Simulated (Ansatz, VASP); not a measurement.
One calculation of MoS2, two programs

```
Mo S
1.0
     3.22746    0.00000    0.00000
    -1.61373    2.79507    0.00000
     0.00000    0.00000    6.31247
Mo S
1 2
Direct
  0.00000 0.00000 0.50000
  0.66667 0.33333 0.74468
  0.33333 0.66667 0.25532
```

Measurements of this composition are mostly on another form, of space group No. 194.

Alike in both runs: functional PBEsol; k mesh 9 × 9 × 4; occupations fermi-dirac, width 0.05 eV; no spin polarisation; Hubbard terms Mo d U = 2.0 eV.

```csv
,VASP,Ansatz
version,VASP 6.6.1,Ansatz 0.2.0
potentials or method,"VASP PAW PBE potentials, release 64 (Mo_sv, S)",Ansatz PAW
plane-wave cutoff (eV),520,420
valence electrons in the cell,26,26
task,single point,band structure
```

```tsv
	VASP	Ansatz	Ansatz less VASP
gap on the k mesh at the Fermi level (eV)	none	none	-
pressure (GPa)	-2.4	-3.5	-1.13
largest component of the traceless stress (GPa)	2.28	2.40	+0.124
rms of the force components (eV/Å)	0.055	0.001	-0.0537
```

The programs project onto different local orbitals, so the same U acts differently. Atom by atom the forces differ by 0.054 eV/Å (rms over components). A gap of «none» marks a metal or a gap that the smearing closes.

Caveats: this functional lacks dispersion, which binds the layers, so the pressure and a relaxed spacing across them are unreliable; U without spin polarisation on a metal has little footing; the PAW data sets were made with another functional, which shifts forces and pressure a little (VASP); the PAW data sets come from PBE, with cores solved anew for the run's functional, which leaves a small shift of forces and pressure (Ansatz).
